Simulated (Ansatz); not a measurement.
# TePb: the cost of one run

Program: Ansatz 0.2.0. Level of theory: DFT PBEsol, frozen-core PAW, scalar-relativistic unless said. These are calculated values, not measurements.

## Step 1: The structure to begin with

The structure is cubic, space group Fm-3m (No. 225). Conventional cell: a = 6.462 Å, b = 6.462 Å, c = 6.462 Å, α = 90.00°, β = 90.00°, γ = 90.00°. Te (site symmetry m-3m) is surrounded by 6 Pb at 3.23 Å. Around Pb (site symmetry m-3m) lie 6 Te at 3.23 Å.

Coordinates:

```cif
data_structure
_symmetry_space_group_name_H-M 'P 1'
_symmetry_Int_Tables_number 1
_cell_length_a 4.5693
_cell_length_b 4.5693
_cell_length_c 4.5693
_cell_angle_alpha 60.000
_cell_angle_beta 60.000
_cell_angle_gamma 60.000
_cell_volume 67.46
loop_
_atom_site_label
_atom_site_type_symbol
_atom_site_fract_x
_atom_site_fract_y
_atom_site_fract_z
_atom_site_occupancy
Te1 Te 0.50000 0.50000 0.50000 1
Pb1 Pb 0.00000 0.00000 0.00000 1
```

Cartesian axes are those of the input's lattice vectors. The structure goes back to a database entry.

## Step 2: Cell and atoms relaxed, PAW

The input, input.yaml:

```yaml
crystal:
  lattice:
    - [0.0, 3.231, 3.231]
    - [3.231, 0.0, 3.231]
    - [3.231, 3.231, 0.0]
  atoms:
    - { symbol: Te, position: [0.5, 0.5, 0.5] }
    - { symbol: Pb, position: [0.0, 0.0, 0.0] }
kpoints:
  mp_grid: { grid: [10, 10, 10] }
scf:
  occupations: { method: fermi_dirac, width: 0.1 }
hamiltonian:
  xc: pbesol
  pseudopotentials: { kind: paw }
relax:
  f_tol: 0.002
  max_steps: 80
  cell: {}
output:
  forces: true
  stress: true
```

Run with:

```
$ ansatz run input.yaml --threads 1 --pin off --max-ram 3072MiB --backend cpu --events-out ev --progress --plain --runs-dir out
```

What time and memory should one allow on 1 thread of Arm Neoverse V1, shared host?

About 12 s, with a peak of 0.37 GiB.
